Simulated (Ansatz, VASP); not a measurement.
## CdS: VASP beside Ansatz

File INCAR:

```
SYSTEM = CdS
ALGO = Normal ; EDIFF = 1E-7
ENCUT = 520 ; GGA = PS
ISIF = 2 ; ISMEAR = -1
LASPH = .True. ; LCHARG = .False.
LREAL = .False. ; LWAVE = .False.
NBANDS = 16 ; NELM = 100
PREC = Accurate ; SIGMA = 0.02
```

The input KPOINTS:

```
k-points
0
Gamma
  7 7 7
  0 0 0
```

Contents of POSCAR:

```
CdS
1.0
    0.0000000000      2.9429534649      3.0018125342
    2.9429534649      0.0000000000      3.0018125342
    2.9429534649      2.9429534649      0.0000000000
Cd S
1 1
Direct
    0.0000000000      0.0000000000      0.0000000000
    0.7500000000      0.7500000000      0.7500000000
```

Input for Ansatz:

```yaml
crystal:
  lattice:
    - [0.0, 2.9429534649, 3.0018125342]
    - [2.9429534649, 0.0, 3.0018125342]
    - [2.9429534649, 2.9429534649, 0.0]
  atoms:
    - { symbol: Cd, position: [0.0, 0.0, 0.0] }
    - { symbol: S, position: [0.75, 0.75, 0.75] }
kpoints:
  mp_grid: { grid: [7, 7, 7] }
  band_path:
    path:
      - [0.0, 0.0, 0.0]
      - [0.5, 0.0, 0.5]
      - [0.75, 0.25, 0.5]
      - [0.5, 0.5, 0.5]
      - [0.0, 0.0, 0.0]
      - [0.5, 0.5, 0.0]
      - [0.6298539023, 0.6298539023, 0.2597078047]
      - [0.3701460977, 0.3701460977, 0.7402921953]
      - [0.0, 0.0, 0.0]
    npoints: 5
scf:
  occupations: { method: fermi_dirac, width: 0.02 }
hamiltonian:
  xc: pbesol
  pseudopotentials: { kind: all_electron, lapw: { basis_error: 0.0005 } }
output:
  forces: true
  stress: true
  eigenvalues: true
```

Change from the starting cell: zz strain of +2 %.

Alike in both runs: task single point; functional PBEsol; k mesh 7 × 7 × 7; occupations fermi-dirac, width 0.02 eV; no spin polarisation.

|  | VASP | Ansatz |
| --- | --- | --- |
| version | VASP 6.6.1 | Ansatz 0.2.0 |
| potentials or method | VASP PAW PBE potentials, release 64 (Cd, S) | all-electron LAPW, scalar-relativistic |
| plane-wave cutoff (eV) | 520 | see its input |

Ansatz gave:

```
gap on the k mesh at the Fermi level (eV)       : 0.89
pressure (GPa)                                  : -2.8
largest component of the traceless stress (GPa) : 0.31
```

Problem. Which values does VASP return?

Solution. gap on the k mesh at the Fermi level (eV): 0.89; pressure (GPa): -2.5; largest component of the traceless stress (GPa): 0.30.

Ansatz ran all-electron here, so the differences hold the error of VASP's frozen core and of both bases.

Caveats: the PAW data sets were made with another functional, which shifts forces and pressure a little (VASP).
